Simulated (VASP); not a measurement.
# Pt (Fm-3m) in VASP: settings compared

One crystal, Pt, is run at these levels: PBEsol, r2SCAN; tasks: relaxation of cell and atoms.

Everything below comes from runs of VASP 6.6.1. Logs are shortened: lines on timing, memory, paths and dates and some standing lists are left out, and cuts for length are marked.

## Step 1: The structure

Symmetry: Fm-3m, No. 225, cubic system. Conventional cell: a = 3.916 Å, b = 3.916 Å, c = 3.916 Å, α = 90.00°, β = 90.00°, γ = 90.00°. Pt (site symmetry m-3m) has 12 Pt at 2.77 Å as nearest neighbours.

## Step 2: Relaxation of cell and atoms, PBEsol

Input file INCAR:

```
  ALGO = Normal
  EDIFF = 1E-7
  EDIFFG = -0.005
  ENCUT = 600
  GGA = PS
  IBRION = 2
  ISIF = 3
  ISMEAR = 1
  LASPH = True
  LCHARG = False
  LREAL = False
  LWAVE = False
  NELM = 80
  NSW = 90
  PREC = Accurate
  SIGMA = 0.1
```

Input file KPOINTS:

```
k-points
0
Gamma
  16 16 16
```

Input file POSCAR:

```
Pt                                      
1.0
   -0.0000000000      1.9579378774      1.9579378774
    1.9579378774      0.0000000000      1.9579378774
    1.9579378774      1.9579378774      0.0000000000
  Pt            
     1
Direct
     0.0000000000000000    0.0000000000000000    0.0000000000000000
```

Potentials or basis: VASP PAW PBE potentials, release 64 (Pt).

Started as:

```console
cat potpaw_PBE.64/Pt/POTCAR > POTCAR
mpirun -np 1 vasp_std > vasp.out
```

OUTCAR:

```text
EDIFF = 1E-7
   EDIFFG = -0.005
   ENCUT = 600
   GGA = PS
   IBRION = 2
   ISIF = 3
   ISMEAR = 1
   LASPH = True
   LREAL = False
   NELM = 80
   NSW = 90
   PREC = Accurate

 ion  position               nearest neighbor table
   1  0.000  0.000  0.000-

  LATTYP: Found a face centered cubic cell.
 ALAT       =     3.9158757548

  Lattice vectors:

 A1 = (   0.0000000000,   1.9579378774,   1.9579378774)
 A2 = (   1.9579378774,   0.0000000000,   1.9579378774)
 A3 = (   1.9579378774,   1.9579378774,   0.0000000000)

Analysis of symmetry for initial positions (statically):
=====================================================================
 Subroutine PRICEL returns:
 Original cell was already a primitive cell.

 Routine SETGRP: Setting up the symmetry group for a
 face centered cubic supercell.

 Subroutine GETGRP returns: Found 48 space group operations
 (whereof 48 operations were pure point group operations)
 out of a pool of 48 trial point group operations.

The static configuration has the point symmetry O_h .

Analysis of symmetry for dynamics (positions and initial velocities):
=====================================================================
 Subroutine PRICEL returns:
 Original cell was already a primitive cell.

 Routine SETGRP: Setting up the symmetry group for a
 face centered cubic supercell.

 Subroutine GETGRP returns: Found 48 space group operations
 (whereof 48 operations were pure point group operations)
 out of a pool of 48 trial point group operations.

The dynamic configuration has the point symmetry O_h .

 Subroutine INISYM returns: Found 48 space group operations
 (whereof 48 operations are pure point group operations),
 and found     1 'primitive' translations

----------------------------------------------------------------------------------------

                                     Primitive cell

  volume of cell :      15.0116

  direct lattice vectors                    reciprocal lattice vectors
     0.000000000  1.957937877  1.957937877    -0.255370717  0.255370717  0.255370717
     1.957937877  0.000000000  1.957937877     0.255370717 -0.255370717  0.255370717
     1.957937877  1.957937877  0.000000000     0.255370717  0.255370717 -0.255370717

  length of vectors
     2.768942301  2.768942301  2.768942301     0.442315057  0.442315057  0.442315057

  position of ions in fractional coordinates (direct lattice)
     0.000000000  0.000000000  0.000000000

  ion indices of the primitive-cell ions
   primitive index   ion index
                 1           1

----------------------------------------------------------------------------------------

 KPOINTS: k-points

Automatic generation of k-mesh.
 Grid dimensions read from file:
 generate k-points for:   16   16   16

 Generating k-lattice:

  Cartesian coordinates                     Fractional coordinates (reciprocal lattice)
    -0.015960670  0.015960670  0.015960670     0.062500000  0.000000000  0.000000000
     0.015960670 -0.015960670  0.015960670     0.000000000  0.062500000  0.000000000
     0.015960670  0.015960670 -0.015960670     0.000000000  0.000000000  0.062500000

  Length of vectors
     0.027644691  0.027644691  0.027644691

  Shift w.r.t. Gamma in fractional coordinates (k-lattice)
     0.000000000  0.000000000  0.000000000

 Subroutine IBZKPT returns following result:
 ===========================================

 Found    145 irreducible k-points:

 Following reciprocal coordinates:
            Coordinates               Weight
  0.000000  0.000000  0.000000      1.000000
  0.062500  0.000000  0.000000      8.000000
  0.125000  0.000000  0.000000      8.000000
  0.187500  0.000000  0.000000      8.000000
  0.250000  0.000000  0.000000      8.000000
  0.312500  0.000000  0.000000      8.000000
[... 16 lines left out ...]
 -0.125000  0.062500  0.000000     24.000000
 -0.062500  0.062500  0.000000     12.000000
 [... further k-points ...]
   k-points           NKPTS =    145   k-points in BZ     NKDIM =    145   number of bands    NBANDS=      9
   number of dos      NEDOS =    301   number of ions     NIONS =      1
   total plane-waves  NPLWV =  13824
   dimension x,y,z NGX =    24 NGY =   24 NGZ =   24
   dimension x,y,z NGXF=    48 NGYF=   48 NGZF=   48
   ions per type =               1
   NGX,Y,Z   is equivalent  to a cutoff of  14.41, 14.41, 14.41 a.u.
   NGXF,Y,Z  is equivalent  to a cutoff of  28.82, 28.82, 28.82 a.u.
 SYSTEM =  unknown system
   PREC   = accura    normal or accurate (medium, high low for compatibility)
   ISTART =      0    job   : 0-new  1-cont  2-samecut
   ICHARG =      2    charge: 1-file 2-atom 10-const
   ISPIN  =      1    spin polarized calculation?
   LNONCOLLINEAR =      F non collinear calculations
   LSORBIT =      F    spin-orbit coupling
   LASPH  =      T    aspherical Exc in radial PAW
   ENCUT  =  600.0 eV  44.10 Ry    6.64 a.u.   5.53  5.53  5.53*2*pi/ulx,y,z
   NELM   =     80;   NELMIN=  2; NELMDL= -5     # of ELM steps
   EDIFF  = 0.1E-06   stopping-criterion for ELM
   LREAL  =      F    real-space projection
   EDIFFG = -.5E-02   stopping-criterion for IOM
   NSW    =     90    number of steps for IOM
   IBRION =      2    ionic relax: 0-MD 1-quasi-New 2-CG
   NFREE  =      1    steps in history (QN), initial steepest desc. (CG)
   ISIF   =      3    stress and relaxation
   ISYM   =      2    0-nonsym 1-usesym 2-fastsym
   POTIM  = 0.5000    time-step for ionic-motion
   TEBEG  =    0.0;   TEEND  =   0.0 temperature during run
   PSTRESS=    0.0 pullay stress
   NELECT =      10.0000    total number of electrons
   NUPDOWN=      -1.0000    fix difference up-down
   EMIN   =  10.00;   EMAX   =-10.00  energy-range for DOS
   EFERMI =   0.00;   METHOD = LEGACY
   ISMEAR =     1;   SIGMA  =   0.10  broadening in eV -4-tet -1-fermi 0-gaus
   EFERMI_NEDOS =   21; number of points for ismear=-14 and -15
   IALGO  =     38    algorithm
   IMIX   =      4    mixing-type and parameters
     AMIX     =   0.40;   BMIX     =  1.00
     AMIX_MAG =   1.60;   BMIX_MAG =  1.00
  volume/ion in A,a.u.               =      15.01       101.30
  Fermi-wavevector in a.u.,A,eV,Ry     =   1.429769  2.701872 27.813572  2.044240
  Thomas-Fermi vector in A             =   2.549687
   LORBIT       =      0    0 simple, 1 ext, 2 COOP (PROOUT), +10 PAW based schemes
   GGA     = PS    functional components
   LHFCALC =     F    Hartree Fock is set to
   AEXX    =    0.0000 exact exchange contribution
   IVDW    =     0    specifies the selected vdW correction
   LEPSILON=     F    determine dielectric tensor
   LRPA    =     F    only Hartree local field effects (RPA)
 conjugate gradient relaxation of ions
 non-spin polarized calculation
 Methfessel and Paxton  Order N= 1 SIGMA  =   0.10
  energy-cutoff  :      600.00
  volume of cell :       15.01
 maximum number of plane-waves:       531
 NGX is ok and might be reduce to    24
   NGX = 11   NGY = 11   NGZ = 11

 number of electron      10.0000000 magnetization

 number of electron       9.9999999 magnetization

 Free energy of the ion-electron system (eV)
  ---------------------------------------------------
  ext. energy  EPLUGINS =         0.00000000
  ---------------------------------------------------
  free energy    TOTEN  =        -6.96191328 eV

  energy without entropy =       -6.96112556  energy(sigma->0) =       -6.96165071

 E-fermi :  11.1593     XC(G=0): -13.6561

 val. band max:       11.1532725669   @ k =  -0.4375   0.1250   0.0625
 cond. band min:      11.1843465219   @ k =  -0.4375   0.3125   0.0000
 fundamental gap:      0.0310739550
 Fermi energy:        11.1593063511

 k-point     1 :       0.0000    0.0000    0.0000
  band No.  band energies     occupation
      1       0.8374      2.00000
      2       7.3468      2.00000
      3       7.3469      2.00000
      4       7.3469      2.00000
      5       9.5426      2.00000
      6       9.5426      2.00000
      7      25.7968      0.00000
      8      30.7815      0.00000
      9      30.7815      0.00000

 k-point     2 :       0.0625    0.0000    0.0000
  band No.  band energies     occupation
      1       0.9954      2.00000
      2       7.2753      2.00000
      3       7.4100      2.00000
      4       7.4100      2.00000
      5       9.5068      2.00000
      6       9.5068      2.00000
      7      26.0444      0.00000
      8      29.9535      0.00000
      9      31.0255      0.00000

 k-point     3 :       0.1250    0.0000    0.0000
  band No.  band energies     occupation
      1       1.4512      2.00000
      2       7.0999      2.00000
      3       7.5684      2.00000
      4       7.5684      2.00000
      5       9.4392      2.00000
      6       9.4392      2.00000
      7      26.6988      0.00000
      8      28.3068      0.00000
      9      31.7288      0.00000

 k-point     4 :       0.1875    0.0000    0.0000
  band No.  band energies     occupation
      1       2.1374      2.00000
      2       6.9352      2.00000
      3       7.7175      2.00000
      4       7.7175      2.00000
      5       9.4623      2.00000
      6       9.4623      2.00000
      7      26.4603      0.00000
      8      27.4334      0.00000
      9      32.7940      0.00000
[... 205 lines left out ...]
 k-point    22 :      -0.1875    0.0625    0.0000
  band No.  band energies     occupation
      1       2.5257      2.00000
      2       6.7995      2.00000
      3       7.7717      2.00000
      4       7.8333      2.00000
      5       9.1749      2.00000
      6       9.8763      2.00000
      7      25.9012      0.00000
      8      27.7454      0.00000
      9      31.8180      0.00000

 k-point    23 :      -0.1250    0.0625    0.0000
  band No.  band energies     occupation
      1       1.7929      2.00000
      2       6.9408      2.00000
      3       7.6845      2.00000
      4       7.7060      2.00000
      5       9.1817      2.00000
      6       9.6472      2.00000
      7      27.1468      0.00000
      8      27.7050      0.00000
      9      31.1657      0.00000

 k-point    24 :      -0.0625    0.0625    0.0000
  band No.  band energies     occupation
      1       1.2537      2.00000
      2       7.1434      2.00000
      3       7.4980      2.00000
      4       7.5425      2.00000
      5       9.3467      2.00000
      6       9.5691      2.00000
      7      26.4344      0.00000
      8      29.1722      0.00000
      9      30.8540      0.00000

 [... further k-points ...]
[... 5 lines left out ...]
  --------------------------------------------------------------------------------------
  -------------------------------------------------------------------------------------
  Total        0.0001526      0.0001526      0.0001526     -0.0000000      0.0000000      0.0000000
  in kB        0.0162892      0.0162892      0.0162892     -0.0000000      0.0000000      0.0000000
  external PRESSURE =       0.0162892 kB  Pullay stress =       0.0000000 kB

 VOLUME and BASIS-vectors are now :
 -----------------------------------------------------------------------------
  energy-cutoff  :      600.00
  volume of cell :       15.01
      direct lattice vectors                 reciprocal lattice vectors
     0.000000000  1.957937877  1.957937877    -0.255370717  0.255370717  0.255370717
     1.957937877  0.000000000  1.957937877     0.255370717 -0.255370717  0.255370717
     1.957937877  1.957937877  0.000000000     0.255370717  0.255370717 -0.255370717

 POSITION                                       TOTAL-FORCE (eV/Angst)
 -----------------------------------------------------------------------------------
      0.00000      0.00000      0.00000        -0.000000      0.000000      0.000000
 -----------------------------------------------------------------------------------
    total drift:                               -0.000000      0.000000     -0.000000

  FREE ENERGIE OF THE ION-ELECTRON SYSTEM (eV)
  ---------------------------------------------------
  free  energy   TOTEN  =        -6.9619132809 eV

  energy  without entropy=       -6.9611255605  energy(sigma->0) =       -6.96165071

 reached required accuracy - stopping structural energy minimisation
```

Wall time 7 s (1 thread of Intel Xeon 6975P-C (Granite Rapids), shared host); peak memory 0.16 GiB.

Results:

```
Free energy             : -6.9619 eV
Pressure after relaxing : 0.0 GPa
Band gap on the k mesh  : none (metal or under the smearing width)
```

Final structure:
```cif
data_structure
_symmetry_space_group_name_H-M 'P 1'
_symmetry_Int_Tables_number 1
_cell_length_a 2.7689
_cell_length_b 2.7689
_cell_length_c 2.7689
_cell_angle_alpha 60.000
_cell_angle_beta 60.000
_cell_angle_gamma 60.000
_cell_volume 15.01
loop_
_atom_site_label
_atom_site_type_symbol
_atom_site_fract_x
_atom_site_fract_y
_atom_site_fract_z
_atom_site_occupancy
Pt1 Pt 0.00000 0.00000 0.00000 1
```

Levels at points of the mesh, in eV from the Fermi level:
```
           k point  band 1  band 2  band 3  band 4  band 5  band 6  band 7  band 8  band 9
(0.00, 0.00, 0.00)  -10.32   -3.81   -3.81   -3.81   -1.62   -1.62   14.64   19.62   19.62
(0.50, 0.00, 0.00)   -7.40   -3.87   -3.87   -0.54    0.07    0.07    5.86   14.19   19.00
(0.50, 0.50, 0.00)   -7.14   -6.67    0.04    0.52    0.52    1.73    8.90   11.38   11.38
```

Caveat: the relaxation stopped at its first step, so nothing moved; the PAW data sets were made with another functional, which shifts forces and pressure a little. The run has no spin-orbit coupling, so splittings on Pt are missing.

## Step 3: Relaxation of cell and atoms, r2SCAN

This run uses another cell than the first one, of 15.08 Å³/atom, 1.005 times its volume.

Input file INCAR:

```
SYSTEM = Pt
PREC = Accurate ; ENCUT = 600
EDIFF = 1E-6 ; ISMEAR = 1
SIGMA = 0.1 ; LREAL = .False.
LASPH = .True. ; NELM = 80
ALGO = Normal ; ISIF = 3
LWAVE = .False. ; LCHARG = .False.
METAGGA = R2SCAN ; LMIXTAU = .True.
IBRION = 2 ; NSW = 90
EDIFFG = -0.01
```

Input file KPOINTS:

```
regular mesh
0
Gamma
  16 16 16
  0 0 0
```

Input file POSCAR:

```
Pt
1.0
    0.0000000000      1.9609000000      1.9609000000
    1.9609000000      0.0000000000      1.9609000000
    1.9609000000      1.9609000000      0.0000000000
Pt
1
Direct
    0.0000000000      0.0000000000      0.0000000000
```

Potentials or basis: VASP PAW PBE potentials, release 64 (Pt).

Started as:

```console
cat potpaw_PBE.64/Pt/POTCAR > POTCAR
mpirun -np 1 vasp_std > vasp.out
```

It took 2.6 min on 1 thread of Intel Xeon Platinum 8259CL at 2.50GHz (Skylake/Cascade Lake), shared host; peak memory 0.18 GiB.

Results (log left out):

```
Free energy                            : -51.4967 eV
Relaxed volume                         : 15.33 Å³/atom
Relaxed cell                           : a = 2.788 Å, b = 2.788 Å, c = 2.788 Å, α = 60.00°, β = 60.00°, γ = 60.00°
Space group after relaxing (to 0.05 Å) : Fm-3m (No. 225)
Energy gained by relaxing              : 3.4 meV/atom
Ionic steps                            : 3
Pressure after relaxing                : 0.0 GPa
Band gap on the k mesh                 : none (metal or under the smearing width)
```

The path:
```tsv
step	energy change (eV)	largest force (eV/Å)	pressure (GPa)	volume (Å³)
1	0.0000	0.0000	4.58	15.08
2	0.0228	0.0000	-11.06	16.04
3	-0.0034	0.0000	-0.05	15.33
```

Final structure:
```xyz
1
Lattice="0.0000 1.9715 1.9715 1.9715 0.0000 1.9715 1.9715 1.9715 0.0000" Properties=species:S:1:pos:R:3 pbc="T T T"
Pt    0.0000    0.0000    0.0000
```

Levels at points of the mesh, in eV from the Fermi level:
```tsv
k point	band 3	band 4	band 5	band 6	band 7	band 8
(0.00, 0.00, 0.00)	-3.79	-3.79	-1.68	-1.68	15.56	20.64
(0.50, 0.00, 0.00)	-3.88	-0.20	0.05	0.05	6.06	15.21
(0.50, 0.50, 0.00)	-0.03	0.53	0.53	2.01	9.20	12.00
```

Caveat: the PAW data sets were made with another functional, which shifts forces and pressure a little. Spin-orbit coupling is left out, which matters for the levels of Pt.

(Continued in part 2 of 2.)
